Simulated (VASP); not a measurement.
## BP: band structure with LDA

BP:

```
B P
1.0
     0.00000    2.26055    2.26055
     2.26055    0.00000    2.26055
     2.26055    2.26055    0.00000
B P
1 1
Direct
  0.00000 0.00000 0.00000
  0.25000 0.25000 0.25000
```

| Quantity | Value |
| --- | --- |
| Program | VASP 6.6.1 |
| Task | band structure |
| Functional | LDA |
| Potentials or basis | VASP PAW LDA potentials, release 64 (B, P) |
| Cutoff | 520 eV |
| k mesh | 10 × 10 × 10 |
| Occupations | gaussian, width 0.03 eV |
| Spin | no spin polarisation |
| Further INCAR settings | ALGO = Fast; EDIFF = 1e-06 |

```json
{"Pressure": "-3.6 GPa", "Band gap on the k mesh": "1.17 eV, indirect (least direct gap 3.40 eV)", "Band gap along the path": "1.18 eV, indirect (least direct gap 3.40 eV)"}
```

Levels at the corners of the path, in eV from the valence-band top:
| point | band 2 | band 3 | band 4 | band 5 | band 6 | band 7 |
| --- | --- | --- | --- | --- | --- | --- |
| Γ | 0.00 | 0.00 | 0.00 | 3.40 | 3.40 | 3.40 |
| X | -8.54 | -4.15 | -4.15 | 1.28 | 1.54 | 12.10 |
| X | -8.54 | -4.15 | -4.15 | 1.28 | 1.54 | 12.10 |
| W | -7.98 | -5.76 | -5.56 | 5.25 | 6.69 | 7.24 |
| W | -7.98 | -5.76 | -5.56 | 5.25 | 6.69 | 7.24 |
| K | -8.11 | -6.32 | -3.53 | 2.07 | 5.95 | 9.73 |
| K | -8.11 | -6.32 | -3.53 | 2.07 | 5.95 | 9.73 |
| Γ | 0.00 | 0.00 | 0.00 | 3.40 | 3.40 | 3.40 |
| Γ | 0.00 | 0.00 | 0.00 | 3.40 | 3.40 | 3.40 |
| L | -9.09 | -1.76 | -1.76 | 3.85 | 4.69 | 4.69 |
| L | -9.09 | -1.76 | -1.76 | 3.85 | 4.69 | 4.69 |
| U | -8.11 | -6.32 | -3.53 | 2.07 | 5.95 | 9.73 |
| U | -8.11 | -6.32 | -3.53 | 2.07 | 5.95 | 9.73 |
| W | -7.98 | -5.76 | -5.56 | 5.25 | 6.69 | 7.24 |
| W | -7.98 | -5.76 | -5.56 | 5.25 | 6.69 | 7.24 |
| L | -9.09 | -1.76 | -1.76 | 3.85 | 4.69 | 4.69 |
| L | -9.09 | -1.76 | -1.76 | 3.85 | 4.69 | 4.69 |
| K | -8.11 | -6.32 | -3.53 | 2.07 | 5.95 | 9.73 |
| U | -8.11 | -6.32 | -3.53 | 2.07 | 5.95 | 9.73 |
| X | -8.54 | -4.15 | -4.15 | 1.28 | 1.54 | 12.10 |

It took 15 s on 1 thread of Intel(R) Xeon(R) Platinum 8259CL CPU @ 2.50GHz (Skylake/Cascade Lake), on a shared host, peak memory 0.13 GiB.
